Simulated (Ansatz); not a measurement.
A run of Ansatz 0.2.0 is set up as follows.

The input input.yaml:

```yaml
crystal:
  lattice:
    - [2.8565781804, 0.0, 0.0]
    - [-1.4282890902, 2.4738692722, 0.0]
    - [0.0, 0.0, 4.6013740589]
  atoms:
    - { symbol: Mn, position: [0.0, 0.0, 0.5], spin: 4.0 }
    - { symbol: O, position: [0.3333333333, 0.6666666667, 0.70629257] }
    - { symbol: O, position: [0.6666666667, 0.3333333333, 0.29370743] }
hamiltonian:
  xc: pbesol
  pseudopotentials: { kind: paw }
magnetization:
  spin_polarized: true
kpoints:
  mp_grid: { grid: [11, 11, 6] }
  band_path:
    path:
      - [[0.0, 0.0, 0.0], [0.5, 0.0, 0.0], [0.3333333333, 0.3333333333, 0.0], [0.0, 0.0, 0.0], [0.0, 0.0, 0.5], [0.5, 0.0, 0.5], [0.3333333333, 0.3333333333, 0.5], [0.0, 0.0, 0.5]]
      - [[0.5, 0.0, 0.5], [0.5, 0.0, 0.0]]
      - [[0.3333333333, 0.3333333333, 0.0], [0.3333333333, 0.3333333333, 0.5]]
    npoints: 14
scf:
  occupations: { method: fermi_dirac, width: 0.05 }
  n_extra_bands: 7
output:
  forces: true
  stress: true
  eigenvalues: true
  fatbands: true
```

Potentials or basis: Ansatz PAW.

Run with:

```console
$ ansatz run input.yaml --threads 2 --pin off --max-ram 5632MiB --backend cpu --events-out ev --progress --plain --runs-dir out
```

What does it give for the band gap along the path?

0.72 eV, indirect (least direct gap 0.79 eV).

Predict the site moments.

Mn +2.49; O +0.05 μB.

Estimate the absolute moment.

3.04 μB per cell.

Stress tensor (GPa, compression positive):
```
-2.94  0.00  0.00
 0.00 -2.94  0.00
 0.00  0.00 -0.57
```

Caveat: the pressure holds a Pulay correction of +0.8 GPa for the finite cutoff; a cell with one magnetic atom can't hold antiferromagnetic order, which such compounds often take; the PAW data sets come from PBE, with cores solved anew for the run's functional, which leaves a small shift of forces and pressure. As with any semilocal functional, this PBEsol gap is likely too small.
